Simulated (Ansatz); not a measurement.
Bulk crystal (WSe2) after relaxation:

```yaml
crystal:
  lattice:
    - [3.32008, 0.00000, 0.00000]
    - [-1.66004, 2.87528, 0.00000]
    - [0.00000, 0.00000, 16.65424]
  atoms:
    - { symbol: W, position: [0.00000, 0.00000, 0.00000] }
    - { symbol: Se, position: [0.33333, 0.66667, 0.10078] }
    - { symbol: Se, position: [0.33333, 0.66667, 0.89922] }
```

Miller indices refer to the conventional cell of P-6m2 (No. 187), a = 3.320 Å, b = 3.320 Å, c = 16.654 Å, α = 90.00°, β = 90.00°, γ = 120.00°. The bulk's gap is 1.55 eV.

The (001) slab of 5 planes, 30.0 Å thick with 15 Å of vacuum as cut; outer planes Se (top) and Se (bottom).

All numbers below come from DFT PBE, scalar-relativistic, plane waves, PAW (Ansatz). Settings: cutoff 420 eV, Γ-centred mesh 9×9×1 on the computed 5-atom cell, Gaussian smearing of 0.05 eV; no spin polarisation. A dipole correction removes the field between periodic images along c.

The slab isn't stoichiometric (WSe4), so its surface energy depends on the chemical potentials; it is given with the excess atoms taken from the element's standard state, a limit at which the compound may itself be unstable, so the figure can be too low. This cut of an insulator is polar or leaves open shells, so the slab is metallic here; real surfaces compensate by reconstruction or adsorbates.

With the atoms at the bulk's places:

| Quantity | Value |
| --- | --- |
| Surface energy with the excess atoms taken from the elements | 2.22 J/m² |
| Gap of the slab on the mesh | none (metal or semimetal) |
| Work function | 6.47 eV |

Problem. What changes when all atoms relax within this surface cell and its symmetry?

Solution. The energy changes by under 0.001 J/m² a face. No atom moved: the forces on the slab as cut lay under the relaxation's threshold already, so smaller changes of the spacings aren't resolved.

For the relaxed slab, the surface energy with the excess atoms taken from the elements is 2.22 J/m², the gap of the slab on the mesh is none (metal or semimetal) and the work function is 6.47 eV.

| plane (bottom to top) | atoms | spacing to next, bulk (Å) | relaxed (Å) | change (%) |
| --- | --- | --- | --- | --- |
| 1 | Se | 13.298 | 13.298 | 0.0 |
| 2 | Se | 1.678 | 1.678 | 0.0 |
| 3 | W | 1.678 | 1.678 | 0.0 |
| 4 | Se | 13.298 | 13.298 | 0.0 |
| 5 | Se |  |  |  |

Spin-orbit coupling is left out, which matters for the bands of heavy elements. Each cell of WSe2 holds layers, and where no dispersion correction was added their binding is poorly described.

The reference crystal is a form of WSe2, which isn't its usual structure.